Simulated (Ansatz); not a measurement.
Mg7Se polymorphs, one row open

All numbers below come from DFT PBE, scalar-relativistic, plane waves, PAW (Ansatz 0.2.0). All cells share a 420 eV cutoff and Γ-centred k meshes spaced at most about 0.3 Å⁻¹ (about 0.25 or finer for metals, 2π included). No spin polarisation.

Temperature and zero-point effects are left out. Rows are sorted by volume; energies count from the lowest form computed. Coordination counts Mg atoms around Se (those within 1.25 times the shortest such distance or 1.15 times the sum of covalent radii; a plus sign parts nearer from farther groups; the shortest distance is added where it is long for a bond). The table shows 5 of 6 forms computed.

| row | form | source | atoms | coordination | V (Å³/atom) | gap on mesh (eV) | ΔE (meV/atom) |
| --- | --- | --- | --- | --- | --- | --- | --- |
| 1 | Fm-3m | invented | 8 | Se 12 from 3.2 Å | 22.3 | 0 | 0 |
| 2 | P-6m2 | invented | 8 | Se 12 from 3.1 Å | 22.4 | 0 | 38 |
| 3 | I4/mmm | invented | 8 | Se 10+4 from 3.1 Å | 22.8 | 0 | 62 |
| 4 | P4mm | invented | 8 | Se 4+4 | 23.6 | 0 | 27 |
| 5 | P-3m1 | invented | 8 | Se 6 | 24.2 | 0 | ? |

The cell of row 5:

```
Mg Se
1.0
     3.50383    0.00000    0.00000
    -1.75192    3.03441    0.00000
     0.00000    0.00000   18.22005
Mg Se
7 1
Direct
  0.33333 0.66667 0.36372
  0.00000 0.00000 0.50000
  0.66667 0.33333 0.63628
  0.66667 0.33333 0.90626
  0.00000 0.00000 0.77107
  0.33333 0.66667 0.09374
  0.00000 0.00000 0.22893
  0.00000 0.00000 0.00000
```

Question: Estimate the missing energy, and say where the row ranks.

Answer: 14 meV/atom, which puts it above row 1 and below row 4. Counting Mg atoms around Se, row 5 has Se 6 and the lowest form (row 1) has Se 12 from 3.2 Å.

An observed structure of this formula, if there is one, may be missing.

For metals, differences of a few meV/atom aren't resolved. Cells relaxed within their symmetry can be saddle points. Some candidate types were left out of the draw beforehand, so a known form may be missing.
